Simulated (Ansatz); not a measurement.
## GaSb: pressure against volume

GaSb, F-43m, a = 6.214 Å. Ansatz: PBE, PAW, 420 eV, Γ-centred 12×12×12 mesh on 2 atoms, Gaussian smearing 0.10 eV; no spin polarisation. Symmetry fixes shape and atoms, so the cell is only scaled; pressure is positive in compression.

| V (Å³/atom) | P (GPa) |
| --- | --- |
| 28.192 | 3.20 |
| 29.091 | 1.47 |
| 29.991 | 0.00 |
| 30.891 | -1.23 |
| 31.790 | ? |

Problem. Take V0 = 29.991 Å³/atom, fit the third-order Birch–Murnaghan form to the other rows, and predict the missing pressure.

Solution. With the Eulerian strain f = ½[(V0/V)^(2/3) − 1] and y = P/[3f(1 + 2f)^(5/2)], the form is the line y = B0 + 1.5 B0 (B0′ − 4) f. Rows (f, y): 0.02105, 45.7; 0.01026, 45.4; -0.00976, 44.1. Means f = 0.007183, y = 45.067; Σ(Δf)² = 0.0004888, ΣΔfΔy = 0.02619; the slope is their ratio. y = 44.68 + 53.57 f GPa, so B0 = 44.7 GPa and B0′ = 4 + 2 × (53.57)/(3 × 44.68) = 4.80. At V = 31.790, f = -0.01905, y = 43.66 and P = -2.26 GPa. The run gave -2.27 GPa, so the fit is 0.01 GPa too high, within twice the rms miss on the fitted rows (0.005 GPa). The form still works here, 33 % of the fitted range beyond its end.